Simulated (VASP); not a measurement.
TiO2 (Anatase):

```
Ti O
1.0
    -1.89210    1.89210    4.75730
     1.89210   -1.89210    4.75730
     1.89210    1.89210   -4.75730
Ti O
2 4
Direct
  0.75000 0.25000 0.50000
  0.00000 0.00000 0.00000
  0.79190 0.79190 0.00000
  0.54190 0.04190 0.50000
  0.95810 0.45810 0.50000
  0.20810 0.20810 0.00000
```

Base run:

```yaml
Program: VASP 6.6.1
Functional: r2SCAN
Potentials_or_basis: VASP PAW PBE potentials, release 64 (Ti_sv, O)
Cutoff: 520 eV
k_mesh: 10 × 10 × 10
Occupations: gaussian, width 0.02 eV
Spin: no spin polarisation
```

Its results: band gap on the k mesh 2.54 eV, indirect (least direct gap 2.89 eV); pressure 1.7 GPa; largest force 0.038 eV/Å.

Question: The run is repeated on the same cell with these changes: functional from r2SCAN to LDA; potentials or basis from VASP PAW PBE potentials, release 64 (Ti_sv, O) to VASP PAW LDA potentials, release 64 (Ti_sv, O). What comes out?

Answer: Band gap on the k mesh 2.00 eV, indirect (least direct gap 2.34 eV); pressure -5.6 GPa; largest force 0.088 eV/Å.

Caveats: the PAW data sets were made with another functional, which shifts forces and pressure a little (some runs).
